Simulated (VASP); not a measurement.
Write the native input for VASP 6.6.1 that does the following.

```yaml
Task: relaxation of cell and atoms
Functional: PBE
Dispersion: D3(BJ)
Potentials_or_basis: VASP PAW PBE potentials, release 64 (Ti_sv, O)
Cutoff: 600 eV
k_mesh: 6 × 6 × 10
Occupations: gaussian, width 0.02 eV
Spin: no spin polarisation
Further_INCAR_settings: ALGO = Normal; EDIFF = 1e-07; IBRION = 2; EDIFFG = -0.005; NSW = 90; ISIF = 3
```

The structure of TiO2 lies in POSCAR:

```
TiO2
1.0
    4.5922000000      0.0000000000      0.0000000000
    0.0000000000      4.5922000000      0.0000000000
    0.0000000000      0.0000000000      2.9574000000
Ti O
2 4
Direct
    0.0000000000      0.0000000000      0.0000000000
    0.5000000000      0.5000000000      0.5000000000
    0.3049600000      0.3049600000      0.0000000000
    0.1950400000      0.8049600000      0.5000000000
    0.6950400000      0.6950400000      0.0000000000
    0.8049600000      0.1950400000      0.5000000000
```

These files were run (other wordings do the same):

INCAR

```
SYSTEM = TiO2
ALGO = Normal
EDIFF = 1E-7
EDIFFG = -0.005
ENCUT = 600
GGA = PE
IBRION = 2
ISIF = 3
ISMEAR = 0
IVDW = 12
LASPH = .TRUE.
LCHARG = .FALSE.
LREAL = .FALSE.
LWAVE = .FALSE.
NELM = 100
NSW = 90
PREC = Accurate
SIGMA = 0.02
```

KPOINTS

```
k-points
0
G
  6 6 10
  0 0 0
```

Potentials or basis: VASP PAW PBE potentials, release 64 (Ti_sv, O).

The run is started by

```bash
$ cat potpaw_PBE.64/Ti_sv/POTCAR potpaw_PBE.64/O/POTCAR > POTCAR
$ mpirun -np 1 vasp_std > vasp.out
```

Results of the run:

The relaxed volume is 10.47 Å³/atom. The relaxed cell is a = 4.609 Å, b = 4.609 Å, c = 2.957 Å, α = 90.00°, β = 90.00°, γ = 90.00°. The space group after relaxing (to 0.05 Å) is P4_2/mnm (No. 136) and the energy gained by relaxing is 0.7 meV/atom. The ionic steps are 5. The pressure after relaxing is 0.0 GPa. The largest force after relaxing is 0.004 eV/Å, the band gap on the k mesh is 1.83 eV, direct and the dispersion energy per atom is -0.247 eV.

Run time: 4.5 min on 1 thread of AMD EPYC 9R14 (Zen 4), on a shared host, peak memory 0.24 GiB.
